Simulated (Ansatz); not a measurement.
**La₂O₃, before and after**

The cell of La₂O₃ is invented: random cell by space group and Wyckoff sites (P6/mmm, No. 191). Its size is a rough estimate.

start:

Space group P6/mmm (No. 191). a = 3.773 Å, b = 3.773 Å, c = 8.203 Å, α = 90.00°, β = 90.00°, γ = 120.00°
```csv
atom,site,symmetry,x,y,z
La,2e,6mm,0.0000,0.0000,0.2281
O,2c,-6m2,0.3333,0.6667,0.0000
O,1b,6/mmm,0.0000,0.0000,0.5000
```

Computed with DFT PBE, scalar-relativistic, plane waves, PAW (Ansatz). Cutoff 420 eV, Gaussian smearing, Γ-centred meshes. Cell and atoms relax first on a coarse mesh and then on a finer one. In between, the cell is made exact in the group found at 0.06 Å. In metals the finer mesh still leaves noise of several meV/atom or more. The steps can't lower the symmetry of their start. No spin polarisation.

end:

Space group P6/mmm (No. 191). a = 4.016 Å, b = 4.016 Å, c = 7.067 Å, α = 90.00°, β = 90.00°, γ = 120.00°
```
atom  site  symmetry       x       y       z
  La    2e       6mm  0.0000  0.0000  0.1946
   O    2c      -6m2  0.3333  0.6667  0.0000
   O    1b     6/mmm  0.0000  0.0000  0.5000
```

The symmetry stays P6/mmm (No. 191). The volume per atom shrinks by 2.4 %, from 20.2 to 19.7 Å³. The shortest distance goes from 2.18 Å (O–O) to 2.16 Å (La–O). The ratio c/a of the conventional cell changes by a factor of 0.81. The energy falls by about 0.67 eV/atom (the start's value is from the coarse mesh).

| Quantity | Value |
| --- | --- |
| Volume per atom | 19.74 Å³ |
| Density | 5.48 g/cm³ |
| Formation energy | −2.31 eV/atom |
| Gap on the 12×12×6 mesh of the 5-atom cell | 0 eV (the bands overlap slightly) |

Energies over the elements count from the elements' standard structures at the same level (O₂ as a molecule), with no fitted energy shifts.

The last run used Gaussian smearing of 0.10 eV. The zero gap may come from the functional, which often closes small gaps, or the cell may be a true semimetal. Symmetry constrained the relaxation, so the result can be a saddle point. In all, the 4 runs took 82 s on 1 thread of Intel(R) Xeon(R) Platinum 8488C (Sapphire Rapids), with other jobs on the host. Another cell of La2O3 relaxed alike, in P-3m1 (a Materials Project cell), lies 1.08 eV/atom lower, so this cell isn't the stable form at this level.
